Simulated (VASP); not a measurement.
Runs of VASP 6.6.1 on PbSe (Clausthalite). The structure is cubic, space group Fm-3m (No. 225). Conventional cell: a = 6.121 Å, b = 6.121 Å, c = 6.121 Å, α = 90.00°, β = 90.00°, γ = 90.00°. Around Pb (site symmetry m-3m) lie 6 Se at 3.06 Å. Se (site symmetry m-3m) is surrounded by 6 Pb at 3.06 Å. 

```csv
task,cell,gap on the mesh (eV),pressure (GPa)
relaxation of the atoms,atoms relaxed from: a relaxed cell with its volume scaled by 1.06,0.49,-2.5
relaxation of the atoms,atoms relaxed from: a relaxed cell with its volume scaled by 0.94,0.09,3.7
relaxation of cell and atoms,relaxed,0.31,0.0
relaxation of the atoms,atoms relaxed from: a relaxed cell with its volume scaled by 0.96,(b),2.3
relaxation of the atoms,atoms relaxed from: a relaxed cell with its volume scaled by 1.02,(a),-1.0
relaxation of the atoms,atoms relaxed,0.31,0.0
relaxation of the atoms,atoms relaxed from: a relaxed cell with its volume scaled by 0.98,0.24,1.1
relaxation of the atoms,atoms relaxed from: a relaxed cell with its volume scaled by 1.04,0.43,-1.8
```

Alike in all rows: level PBE+D3(BJ); potentials or basis VASP PAW PBE potentials, release 64 (Pb_d, Se); no spin polarisation; k mesh 8 × 8 × 8; cutoff (eV) 600; smearing gaussian 0.03 eV.

Question: Estimate the missing entries.

Answer: (a) 0.38; (b) 0.17.

Caveats: spin-orbit coupling is left out, which as a rule narrows the gap of such compounds by several tenths of an eV; the relaxation stopped at its first step, so nothing moved (some runs).

A k mesh can miss the band edges, and the runs leave out spin-orbit coupling on Pb, Se.
